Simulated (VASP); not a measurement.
Rh:

```
CELL_PARAMETERS angstrom
-1.51103 1.51103 1.51103
1.51103 -1.51103 1.51103
1.51103 1.51103 -1.51103
ATOMIC_POSITIONS crystal
Rh 0.00000 0.00000 0.00000
```

This isn't the form of Rh at room conditions, which is fcc.

```yaml
Program: VASP 6.6.1
Task: relaxation of cell and atoms
Functional: PBE
Dispersion: D3(BJ)
Potentials_or_basis: VASP PAW PBE potentials, release 64 (Rh_pv)
Cutoff: 600 eV
k_mesh: 20 × 20 × 20
Occupations: gaussian, width 0.1 eV
Spin: no spin polarisation
```

At the start: pressure 4.5 GPa; volume 13.80 Å³/atom.

How do energy, volume and symmetry change on relaxing?

Over 3 steps the energy falls by 3.2 meV/atom and the volume is 14.04 Å³/atom (+1.7 %); space group Im-3m (No. 229, to 0.05 Å).

Step by step:
```
step  energy change (eV)  largest force (eV/Å)  pressure (GPa)  volume (Å³)
   1              0.0000                0.0000            4.53        13.80
   2              0.0134                0.0000           -9.14        14.59
   3             -0.0032                0.0000           -0.05        14.04
```

Final structure:
```
Rh
1.0
    -1.51962    1.51962    1.51962
     1.51962   -1.51962    1.51962
     1.51962    1.51962   -1.51962
Rh
1
Cartesian
  0.0000 0.0000 0.0000
```

Caveat: pairwise dispersion overbinds metals, which lowers pressure and volume.
